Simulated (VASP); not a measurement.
# Zr (P6_3/mmc) in VASP: single point with PBEsol

Aim: the single point of Zr with PBEsol.

Program: VASP 6.6.1. These are calculated values, not measurements. Logs are shortened: lines on timing, memory, paths and dates and some standing lists are left out, and cuts for length are marked.

### Step 1. The structure

The structure is hexagonal, space group P6_3/mmc (No. 194). Conventional cell: a = 3.186 Å, b = 3.186 Å, c = 5.114 Å, α = 90.00°, β = 90.00°, γ = 120.00°. Around Zr (site symmetry -6m2) lie 12 Zr at 3.15 to 3.19 Å.

### Step 2. Single point, PBEsol

File INCAR:

```
SYSTEM = Zr
ALGO     = Normal         ! electronic algorithm
EDIFF    = 1E-6           ! SCF threshold, eV
ENCUT    = 520            ! plane-wave cutoff, eV
GGA      = PS             ! functional
ICORELEVEL= 1            
ISIF     = 2              ! what is computed and relaxed
ISMEAR   = 1              ! smearing method
LASPH    = .True.         ! aspherical terms in the spheres
LCHARG   = .False.        ! write CHGCAR
LREAL    = .False.        ! projectors in reciprocal space
LWAVE    = .False.        ! write WAVECAR
NELM     = 80             ! most SCF steps
PREC     = Accurate       ! precision mode
SIGMA    = 0.1            ! smearing width, eV
```

File KPOINTS:

```
k-points
0
Gamma
  12 12 11
  0 0 0
```

File POSCAR:

```
Zr
1.0
    3.1860372700      0.0000000000      0.0000000000
   -1.5930188700      2.7591887700      0.0000000000
    0.0000000000      0.0000000000      5.1139780000
Zr
2
Direct
    0.3333330000      0.6666660000      0.2500000000
    0.6666670000      0.3333340000      0.7500000000
```

Potentials or basis: VASP PAW PBE potentials, release 64 (Zr_sv).

Started as:

```sh
> cat potpaw_PBE.64/Zr_sv/POTCAR > POTCAR
> mpirun -np 1 vasp_std > vasp.out
```

OUTCAR:

```text
SYSTEM = Zr
   EDIFF = 1E-6
   ENCUT = 520
   GGA = PS
   ISIF = 2
   ISMEAR = 1
   LASPH = .True.
   LREAL = .False.
   NELM = 80
   PREC = Accurate

 ion  position               nearest neighbor table
   1  0.333  0.667  0.250-   2 3.15   2 3.15   2 3.15   2 3.15   2 3.15   2 3.15
   2  0.667  0.333  0.750-   1 3.15   1 3.15   1 3.15   1 3.15   1 3.15   1 3.15

  LATTYP: Found a hexagonal cell.
 ALAT       =     3.1860372700
 C/A-ratio  =     1.6051218384

  Lattice vectors:

 A1 = (   3.1860372700,   0.0000000000,   0.0000000000)
 A2 = (  -1.5930188700,   2.7591887700,   0.0000000000)
 A3 = (   0.0000000000,   0.0000000000,   5.1139780000)

Analysis of symmetry for initial positions (statically):
=====================================================================
 Subroutine PRICEL returns:
 Original cell was already a primitive cell.

 Routine SETGRP: Setting up the symmetry group for a
 hexagonal supercell.

 Subroutine GETGRP returns: Found 24 space group operations
 (whereof 12 operations were pure point group operations)
 out of a pool of 24 trial point group operations.

The static configuration has the point symmetry D_3d.
 The point group associated with its full space group is D_6h.

Analysis of symmetry for dynamics (positions and initial velocities):
=====================================================================
 Subroutine PRICEL returns:
 Original cell was already a primitive cell.

 Routine SETGRP: Setting up the symmetry group for a
 hexagonal supercell.

 Subroutine GETGRP returns: Found 24 space group operations
 (whereof 12 operations were pure point group operations)
 out of a pool of 24 trial point group operations.

The dynamic configuration has the point symmetry D_3d.
 The point group associated with its full space group is D_6h.

 Subroutine INISYM returns: Found 24 space group operations
 (whereof 12 operations are pure point group operations),
 and found     1 'primitive' translations

----------------------------------------------------------------------------------------

                                     Primitive cell

  volume of cell :      44.9564

  direct lattice vectors                    reciprocal lattice vectors
     3.186037270  0.000000000  0.000000000     0.313869524  0.181212710  0.000000000
    -1.593018870  2.759188770  0.000000000     0.000000000  0.362425366  0.000000000
     0.000000000  0.000000000  5.113978000     0.000000000  0.000000000  0.195542492

[... 86 lines left out ...]
   NSW    =      0    number of steps for IOM
   IBRION =     -1    ionic relax: 0-MD 1-quasi-New 2-CG
   NFREE  =      0    steps in history (QN), initial steepest desc. (CG)
   ISIF   =      2    stress and relaxation
   ISYM   =      2    0-nonsym 1-usesym 2-fastsym
   POTIM  = 0.5000    time-step for ionic-motion
   TEBEG  =    0.0;   TEEND  =   0.0 temperature during run
   PSTRESS=    0.0 pullay stress
   NELECT =      24.0000    total number of electrons
   NUPDOWN=      -1.0000    fix difference up-down
   EMIN   =  10.00;   EMAX   =-10.00  energy-range for DOS
   EFERMI =   0.00;   METHOD = LEGACY
   ISMEAR =     1;   SIGMA  =   0.10  broadening in eV -4-tet -1-fermi 0-gaus
   EFERMI_NEDOS =   21; number of points for ismear=-14 and -15
   IALGO  =     38    algorithm
   IMIX   =      4    mixing-type and parameters
     AMIX     =   0.40;   BMIX     =  1.00
     AMIX_MAG =   1.60;   BMIX_MAG =  1.00
  volume/ion in A,a.u.               =      22.48       151.69
  Fermi-wavevector in a.u.,A,eV,Ry     =   1.328051  2.509653 23.996873  1.763720
  Thomas-Fermi vector in A             =   2.457318
   LORBIT       =      0    0 simple, 1 ext, 2 COOP (PROOUT), +10 PAW based schemes
   GGA     = PS    functional components
   LHFCALC =     F    Hartree Fock is set to
   AEXX    =    0.0000 exact exchange contribution
   IVDW    =     0    specifies the selected vdW correction
   LEPSILON=     F    determine dielectric tensor
   LRPA    =     F    only Hartree local field effects (RPA)
 non-spin polarized calculation
 Methfessel and Paxton  Order N= 1 SIGMA  =   0.10
  energy-cutoff  :      520.00
  volume of cell :       44.96
 maximum number of plane-waves:      1225
 NGX is ok and might be reduce to    24
   NGX = 11   NGY = 11   NGZ = 19

 number of electron      24.0000000 magnetization

 Free energy of the ion-electron system (eV)
  ---------------------------------------------------
  ext. energy  EPLUGINS =         0.00000000
  ---------------------------------------------------
  free energy    TOTEN  =       -18.15965887 eV

  energy without entropy =      -18.16032523  energy(sigma->0) =      -18.15988099

 the core state eigenenergies are
   1-  1s -17806.9333  2s  -2454.1388  2p  -2186.6481  3s   -389.4305  3p   -302.3142
       3d   -159.4149
   2-  1s -17806.9334  2s  -2454.1388  2p  -2186.6481  3s   -389.4305  3p   -302.3142
       3d   -159.4149

 E-fermi :   9.2725     XC(G=0): -11.3638

 val. band max:        9.2719416657   @ k =   0.3333   0.2500   0.2727
 cond. band min:       9.2786981809   @ k =   0.3333   0.3333   0.4545
 fundamental gap:      0.0067565152
 Fermi energy:         9.2725263146

 k-point     1 :       0.0000    0.0000    0.0000
  band No.  band energies     occupation
      1     -39.4079      2.00000
      2     -39.2324      2.00000
      3     -18.0206      2.00000
      4     -17.0379      2.00000
      5     -17.0379      2.00000
      6     -16.8999      2.00000
[... 277 lines left out ...]
 k-point    16 :       0.4167    0.1667    0.0000
  band No.  band energies     occupation

------------------------ aborting loop because EDIFF is reached ----------------------------------------

  FORCE on cell =-STRESS in cart. coord.  units (eV):
  Direction    XX          YY          ZZ          XY          YZ          ZX
  --------------------------------------------------------------------------------------
  -------------------------------------------------------------------------------------
  Total        0.0057650      0.0057650     -0.0509449     -0.0000000      0.0000000      0.0000000
  in kB        0.2054570      0.2054570     -1.8155986     -0.0000000      0.0000000      0.0000000
  external PRESSURE =      -0.4682282 kB  Pullay stress =       0.0000000 kB

 VOLUME and BASIS-vectors are now :
 -----------------------------------------------------------------------------
  energy-cutoff  :      520.00
  volume of cell :       44.96
      direct lattice vectors                 reciprocal lattice vectors
     3.186037270  0.000000000  0.000000000     0.313869524  0.181212710  0.000000000
    -1.593018870  2.759188770  0.000000000     0.000000000  0.362425366  0.000000000
     0.000000000  0.000000000  5.113978000     0.000000000  0.000000000  0.195542492

 POSITION                                       TOTAL-FORCE (eV/Angst)
 -----------------------------------------------------------------------------------
     -0.00000      1.83946      1.27849         0.000000      0.000000      0.000000
      1.59302      0.91973      3.83548        -0.000000     -0.000000      0.000000
 -----------------------------------------------------------------------------------
    total drift:                               -0.000137     -0.001178      0.000011

  FREE ENERGIE OF THE ION-ELECTRON SYSTEM (eV)
  ---------------------------------------------------
  free  energy   TOTEN  =       -18.1596588700 eV

  energy  without entropy=      -18.1603252290  energy(sigma->0) =      -18.15988099
```

OSZICAR:

```text
N       E                     dE             d eps       ncg     rms          rms(c)
DAV:   1     0.215456114551E+03    0.21546E+03   -0.13663E+04  3648   0.149E+03
DAV:   2    -0.410778527755E+01   -0.21956E+03   -0.21759E+03  4528   0.415E+02
DAV:   3    -0.186595221716E+02   -0.14552E+02   -0.14405E+02  6928   0.787E+01
DAV:   4    -0.189377504148E+02   -0.27823E+00   -0.27815E+00  3944   0.121E+01
DAV:   5    -0.189461959988E+02   -0.84456E-02   -0.84454E-02  5784   0.137E+00    0.161E+01
DAV:   6    -0.182872979821E+02    0.65890E+00   -0.10040E+00  3808   0.878E+00    0.645E+00
DAV:   7    -0.181552479813E+02    0.13205E+00   -0.66689E-01  5328   0.615E+00    0.115E+00
DAV:   8    -0.181593956192E+02   -0.41476E-02   -0.38284E-02  4760   0.175E+00    0.295E-01
DAV:   9    -0.181596898103E+02   -0.29419E-03   -0.17243E-03  4624   0.442E-01    0.317E-02
DAV:  10    -0.181596582215E+02    0.31589E-04   -0.48154E-05  5448   0.468E-02    0.241E-02
DAV:  11    -0.181596588700E+02   -0.64855E-06   -0.97826E-06  4000   0.418E-02
   1 F= -.18159659E+02 E0= -.18159881E+02  d E =0.666359E-03
```

It took 41 s on 1 thread of AMD EPYC 9R14 (Zen 4), shared host; peak memory 0.17 GiB.

Results:

```yaml
Free_energy: -18.1597 eV
Pressure: 0.0 GPa
Band_gap_on_the_k_mesh: none (metal or under the smearing width)
```

Stress tensor (GPa, compression positive):
```
 0.02  0.00  0.00
 0.00  0.02  0.00
 0.00  0.00 -0.18
```

Core levels (eV, on the scale of the bands):
```
atom                                                                levels
1 Zr  1s -17806.9, 2s -2454.1, 2p -2186.6, 3s -389.4, 3p -302.3, 3d -159.4
2 Zr  1s -17806.9, 2s -2454.1, 2p -2186.6, 3s -389.4, 3p -302.3, 3d -159.4
```

Caveat: the PAW data sets were made with another functional, which shifts forces and pressure a little.
